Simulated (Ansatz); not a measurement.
Results of B3LYP (VWN-RPA form) (Ansatz, a quantum-chemistry and plane-wave program, plane waves, PAW) for fluorite SrF2.

Input:

Ansatz 0.2 input:
```yaml
crystal:
  lattice:
    - [-2.8998, -2.8998, 0.0]
    - [-2.8998, 0.0, -2.8998]
    - [0.0, -2.8998, -2.8998]
  atoms:
    - { symbol: Sr, position: [0.0, 0.0, 0.0] }
    - { symbol: F, position: [0.25, 0.25, 0.25] }
    - { symbol: F, position: [0.75, 0.75, 0.75] }
basis:
  ecutwfc: 460
  ecutrho_ratio: 4
  xc_grid: 2
kpoints:
  mp_grid: { grid: [8, 8, 8] }
hamiltonian:
  xc: b3lyp
  dispersion: none
  pseudopotentials: { kind: paw }
scf:
  occupations: { method: fermi_dirac, width: 0.01 }
  convergence: { dr2_threshold: 0.0000000003 }
output:
  forces: true
  stress: true
  eigenvalues: true
```

**Question.** How many irreducible k-points, plane waves at Γ does the program set up, and what pressure does the run end with?

**Answer.** 29 irreducible k-points, 1067 plane waves at Γ; P = 1.94 GPa, so the cell is compressed on average and its volume would grow at this level.

From the output:

```
WARN output.stress: scf.exx.energy_threshold = 1e-6 eV is looser than the 3e-8 eV advised for a stress under a hybrid functional (1e-8 eV for each atom of the …
Crystal: 3 atoms, lattice volume = 48.768 Å³
Basis set: ecut = 460 eV, 1067 PW (Γ), exchange–correlation on 60×60×60 points (8 copies of the dense FFT grid, shifted against one another)
Bands: 16, of which v1, the nominal top of the filled ones, is band 12 counted from 1 (11 counted from 0)
Symmetry: 48 space group operations
Space group: Fm-3m (ITA 225), of the structure as read, at distance tolerance 3.7e-5 Å
k-points: 29 of 512
Functional: x = 0.1 slater + 0.9 b88, c = 0.19 vwn_rpa + 0.81 lyp, warm-up for x = 0.08 slater + 0.72 b88 + 0.2 exact, c = 0.19 vwn_rpa + 0.81 lyp
SCF iter   1: F=—  HF=-5181.782635 eV  |F-HF|=—  |Δ(HF+E_count)|=         —  Δρ=9.97e-3  dr2=2.05e-2
SCF iter   2: F=—  HF=-5181.778497 eV  |F-HF|=—  |Δ(HF+E_count)|=   4.14e-3  Δρ=4.47e-3  dr2=6.94e-3
  ...
Crystal: 3 atoms, lattice volume = 48.768 Å³
Initial density: handed on by an earlier stage of this run
Functional: x = 0.08 slater + 0.72 b88 + 0.2 exact, c = 0.19 vwn_rpa + 0.81 lyp
Crystal: 3 atoms, lattice volume = 48.768 Å³
SCF iter   3: F=—  HF=-5184.556187 eV  |F-HF|=—  |Δ(HF+E_count)|=   4.42e-8  Δρ=1.08e-5  dr2=3.23e-8
SCF iter   4: F=-5184.556187 eV  HF=-5184.556187 eV  |F-HF|=3.27e-11  |Δ(HF+E_count)|=   1.16e-8  Δρ=4.46e-7  dr2=1.86e-10
SCF 3 converged in 4 iterations: F = -5184.556187 eV  dr2 = 1.86e-10
Free energy (F): -5184.556187 eV
Internal energy: -5184.556187 eV  (E = F + TS)
E sigma→0 (E₀):  -5184.556187 eV
Fermi energy:    6.082849 eV
--- Forces (eV/Å), atoms counted from 1 ---
  atom   1  Sr     0.00000000    -0.00000000     0.00000000
  atom   2  F     -0.00000000    -0.00000000    -0.00000000
  atom   3  F     -0.00000000     0.00000000     0.00000000
--- Stress (GPa, compression-positive) ---
        1.936130       0.000000      -0.000000
        0.000000       1.936130       0.000000
       -0.000000      -0.000000       1.936130
  P = ⅓ Tr σ = 1.9361 GPa (19.361 kbar)
```

The PAW data were made under PBE.

Note: cell and atoms aren't relaxed at this level (pressure 1.9 GPa).
